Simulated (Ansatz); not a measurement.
# PbTe: the cost of one run

Program: Ansatz 0.2.0. Level of theory: DFT PBE, scalar-relativistic, plane waves, PAW. These are calculated values, not measurements.

The runs add the D3(BJ) dispersion term to the functional named.

## 1. The starting structure

It takes space group Pm-3m (No. 221, cubic). Conventional cell: a = 4.002 Å, b = 4.002 Å, c = 4.002 Å, α = 90.00°, β = 90.00°, γ = 90.00°. Around Te (site symmetry m-3m) lie 8 Pb at 3.47 Å. Pb (site symmetry m-3m) has 8 Te at 3.47 Å as nearest neighbours.

As a file:

```xyz
2
Lattice="4.0023 0.0000 0.0000 0.0000 4.0023 0.0000 0.0000 0.0000 4.0023" Properties=species:S:1:pos:R:3 pbc="T T T"
Te    2.0011    2.0011    2.0011
Pb    0.0000    0.0000    0.0000
```

## 2. First run, at the start cell

Input file input.yaml:

```yaml
crystal:
  lattice:
    - [4.002287, 0.0, 0.0]
    - [0.0, 4.002287, 0.0]
    - [0.0, 0.0, 4.002287]
  atoms:
    - { symbol: Te, position: [0.5, 0.5, 0.5] }
    - { symbol: Pb, position: [0.0, 0.0, 0.0] }
basis:
  ecutwfc: 420
  ecutrho_ratio: 4
kpoints:
  mp_grid: { grid: [6, 6, 6] }
hamiltonian:
  xc: pbe
  dispersion: d3bj
scf:
  occupations: { method: gaussian, width: 0.05 }
output:
  forces: true
  stress: true
  eigenvalues: true
```

On the command line:

```console
$ ansatz run input.yaml --threads 1 --pin off --max-ram 2560MiB --backend cpu --events-out ev --progress --plain --runs-dir out
```

Q: Estimate wall time and peak memory on 1 thread of Arm Neoverse V1, shared host.

About 1.7 s, with a peak of 0.31 GiB.
